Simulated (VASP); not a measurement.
Runs of VASP 6.6.1 on CdSe. It takes space group Fm-3m (No. 225, cubic). Conventional cell: a = 5.748 Å, b = 5.748 Å, c = 5.748 Å, α = 90.00°, β = 90.00°, γ = 90.00°. Cd (site symmetry m-3m) has 6 Se at 2.87 Å as nearest neighbours. Se (site symmetry m-3m) is surrounded by 6 Cd at 2.87 Å. Measurements of this composition are mostly on another form, of space group No. 186.

```tsv
task	level	potentials or basis	cell	k mesh	cutoff (eV)	mesh quality	gap on the mesh (eV)	pressure (GPa)	relaxed volume (Å³/atom)
relaxation of cell and atoms	PBE+D3(BJ)	VASP PAW PBE potentials, release 64 (Cd, Se)	relaxed	12 × 12 × 12	600	not flagged	none	0.0	22.70
relaxation of cell and atoms	LDA	VASP PAW LDA potentials, release 64 (Cd, Se)	relaxed	12 × 12 × 12	600	not flagged	none	0.0	21.69
relaxation of cell and atoms	PBE	VASP PAW PBE potentials, release 64 (Cd, Se)	relaxed	12 × 12 × 12	600	not flagged	none	0.0	(a)
relaxation of cell and atoms	PBEsol	VASP PAW PBE potentials, release 64 (Cd, Se)	relaxed	4 × 4 × 4	600	coarse	none	0.0	(b)
relaxation of cell and atoms	PBEsol	VASP PAW PBE potentials, release 64 (Cd, Se)	relaxed	12 × 12 × 12	600	not flagged	none	0.0	22.40
single point	PBEsol	VASP PAW PBE potentials, release 64 (Cd, Se)	as given	12 × 12 × 12	520	not flagged	none	-3.5	-
relaxation of cell and atoms	PBEsol	VASP PAW PBE potentials, release 64 (Cd, Se)	relaxed	12 × 12 × 12	580	not flagged	none	0.0	22.40
relaxation of cell and atoms	RPBE	VASP PAW PBE potentials, release 64 (Cd, Se)	relaxed	12 × 12 × 12	600	not flagged	none	0.0	24.65
```

Alike in all rows: no spin polarisation; smearing gaussian 0.1 eV.

Problem. Estimate the missing entries.

Solution. (a) 23.71; (b) 22.53.

Caveats: some runs use coarse meshes; the PAW data sets were made with another functional, which shifts forces and pressure a little (some runs); pairwise dispersion overbinds metals, which lowers pressure and volume (some runs).

A k mesh can miss the band edges, and the runs leave out spin-orbit coupling on Cd, Se.

A gap of «none» marks a metal or a gap under the smearing width.
